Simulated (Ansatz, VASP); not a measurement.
# One calculation of ZrSi7O16 (a cell with a defect), two programs

```
Zr Si O
1.0
     0.00000    4.99265    6.93393
     4.99265    0.00000    6.93393
     4.99265    4.99265    0.00000
Zr Si O
1 7 16
Cartesian
  3.4882 3.4882 3.4670
  8.4808 8.4808 10.4009
  4.0008 0.9918 5.2004
  4.0008 5.9845 5.2004
  5.9845 4.0008 8.6674
  5.9845 8.9935 8.6674
  1.5045 1.5045 0.0000
  6.4971 6.4971 6.9339
  4.4613 3.8013 2.2196
  4.4613 3.8013 9.1535
  5.5240 6.1840 5.6866
  5.5240 6.1840 12.6205
  3.8013 4.4613 4.7143
  8.7940 9.4539 11.6482
  6.2977 3.0277 7.4201
  6.2977 8.0203 7.4201
  1.1913 0.5314 1.2474
  6.1840 5.5240 8.1813
  1.9649 3.6876 2.9808
  6.9576 8.6803 9.9148
  8.0203 6.2977 6.4478
  3.0277 6.2977 6.4478
  3.6876 1.9649 3.9531
  8.6803 6.9576 10.8870
```

Alike in both runs: task electric field gradients; functional PBE; k mesh 3 × 3 × 3; occupations fermi-dirac, width 0.01 eV; no spin polarisation.

```csv
,VASP,Ansatz
version,VASP 6.6.1,Ansatz 0.2.0
potentials or method,"VASP PAW PBE potentials, release 64 (Zr_sv, Si, O)","plane-wave PAW, scalar-relativistic"
plane-wave cutoff (eV),520,420
valence electrons in the cell,136,136
```

Ansatz gave:

```
gap on the k mesh at the Fermi level (eV)                      : 5.46
pressure (GPa)                                                 : 26.0
largest component of the traceless stress (GPa)                : 0.36
rms of the force components (eV/Å)                             : 4.691
Vzz of the field gradient on the site that differs most (V/Å²) : 91.8
```

What did VASP give for the same quantities?

gap on the k mesh at the Fermi level (eV): 5.47; pressure (GPa): 26.7; largest component of the traceless stress (GPa): 0.35; rms of the force components (eV/Å): 4.815; Vzz of the field gradient on the site that differs most (V/Å²): 87.5.

Atom by atom the forces differ by 0.125 eV/Å (rms over components). Ansatz warned: «gradients_without_spin_orbit».

Caveats: so large a pressure means that the cell lies far from this level's equilibrium, or that cutoff or potentials fall short (VASP). Expect the measured gap to be larger: semilocal functionals such as PBE lack the derivative discontinuity.
